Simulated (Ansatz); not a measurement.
# Field gradients at the nuclei of ZrO₂

```xyz
6
Lattice="3.5961 0.0000 0.0000 0.0000 3.5961 0.0000 0.0000 0.0000 5.1770" Properties=species:S:1:pos:R:3 pbc="T T T"
Zr    0.0000    0.0000    0.0000
Zr    1.7980    1.7980    2.5885
O     0.0000    1.7980    1.0509
O     0.0000    1.7980    3.6394
O     1.7980    0.0000    1.5376
O     1.7980    0.0000    4.1261
```

Atom numbers follow the list: Zr1, Zr2, O3, O4, O5, O6.

The cell comes from COD entry 2300612, which wasn't checked; take it as a given geometry.

Levels of theory: DFT, PBE, all-electron PAW with datasets made for the crystal, scalar-relativistic (Ansatz 0.2.0); DFT, PBE, PAW with Ansatz's default frozen-core files, scalar-relativistic (Ansatz 0.2.0).

For the crystal-made all-electron datasets (AE datasets): a Γ-centred 6×6×4 k mesh, Fermi–Dirac smearing of 0.01 eV, cutoff 400 eV (chosen by the program for this cell), no spin polarisation. PAW takes a cutoff of 420 eV at this cell. The Ansatz runs share mesh, smearing and spin set-up.

Spin–orbit coupling is left out, which moves gradients at and beside heavy atoms by some per cent and at worst by a factor of two.

Vzz is the principal value of largest size of the traceless field-gradient tensor, in 10²¹ V/m², and η = (Vxx − Vyy)/Vzz with |Vzz| ≥ |Vyy| ≥ |Vxx|.

Question: Give the field gradient at each independent site.

Answer: 
```json
{"site": "Zr1", "site symmetry": "-4m2", "Vzz (η), AE datasets": "4.82 (η = 0.00)", "Vzz (η), PAW": "4.81 (η = 0.00)"}
{"site": "O3", "site symmetry": "2mm.", "Vzz (η), AE datasets": "0.90 (η = 0.15)", "Vzz (η), PAW": "0.89 (η = 0.12)"}
```

Question: Taking Q(O-17) = -0.0256 b, what quadrupole coupling constant follows at O3 from AE datasets?

Answer: Cq = eQVzz/h = 24.180 MHz × -0.0256 × (0.90) = -0.557 MHz.
